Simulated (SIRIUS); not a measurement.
Runs of SIRIUS 7.12.0 on Re. Symmetry: P6_3/mmc, No. 194, hexagonal system. Conventional cell: a = 2.761 Å, b = 2.761 Å, c = 4.458 Å, α = 90.00°, β = 90.00°, γ = 120.00°. Re (site symmetry -6m2) is surrounded by 12 Re at 2.74 to 2.76 Å. 

```tsv
level	V0 of scaled cells (Å³/atom)	B0 (GPa)
PBE	14.95	(b)
PBE+D3(BJ)	14.66	380
PBE+D4	14.67	(a)
PBE+D3	14.64	380
```

Alike in all rows: task equation of state; potentials or basis all-electron FP-LAPW, apw+lo standard; no spin polarisation; cell as given; k mesh 11 × 11 × 6; cutoff (eV) 185; smearing fermi-dirac 0.05 eV.

Question: Estimate the missing entries.

Answer: (a) 381; (b) 361.

Caveats: the cell was scaled at fixed shape and fractional positions, which overstates the stiffness of a crystal with free parameters, most of all of layers and chains.

Not every run made on this cell is shown here.
